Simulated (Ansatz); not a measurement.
Input of an Ansatz 0.2.0 run:

File input.yaml:

```yaml
crystal:
  lattice:
    - [-1.59121869, 1.59121869, 1.59121869]
    - [1.59121869, -1.59121869, 1.59121869]
    - [1.59121869, 1.59121869, -1.59121869]
  atoms:
    - { symbol: Al, position: [0.0, 0.0, 0.0] }
hamiltonian:
  xc: pbe
  pseudopotentials: { kind: paw }
kpoints:
  mp_grid: { grid: [12, 12, 12] }
scf:
  occupations: { method: gaussian, width: 0.015 }
output:
  forces: true
  stress: true
  eigenvalues: true
```

Potentials or basis: Ansatz PAW.

Command:

```console
$ ansatz run input.yaml --threads 2 --pin off --max-ram 5632MiB --backend cpu --events-out ev --progress --plain --runs-dir out
```

Task: What does it give for the pressure?

Result: 3.9 GPa.

Task: What does it give for the band gap on the k mesh?

Result: None (metal or under the smearing width).
